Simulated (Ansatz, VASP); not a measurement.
# SiC: VASP beside Ansatz

```xyz
2
Lattice="0.0000 2.1496 2.1496 2.1496 0.0000 2.1496 2.1496 2.1496 0.0000" Properties=species:S:1:pos:R:3 pbc="T T T"
Si    0.0000    0.0000    0.0000
C     1.0748    1.0748    1.0748
```

Change from the starting cell: volume scaled by 0.96, ions relaxed.

Alike in both runs: task relaxation of the atoms; functional PBE; k mesh 17 × 17 × 17; occupations fermi-dirac, width 0.02 eV; no spin polarisation.

|  | VASP | Ansatz |
| --- | --- | --- |
| version | VASP 6.6.1 | Ansatz 0.2.0 |
| potentials or method | VASP PAW PBE potentials, release 64 (Si, C) | plane-wave PAW, scalar-relativistic |
| plane-wave cutoff (eV) | 520 | 420 |
| valence electrons in the cell | 8 | 8 |

```csv
,VASP,Ansatz,Ansatz less VASP
"gap on the k mesh at the Fermi level, each at its own relaxed structure (eV)",1.36,1.36,+0.003
```

Ansatz warned: «stress_scf_threshold_loose».

Caveats: the relaxation stopped at its first step, so nothing moved; an odd mesh through Γ misses points on the zone boundary, where band edges often lie.
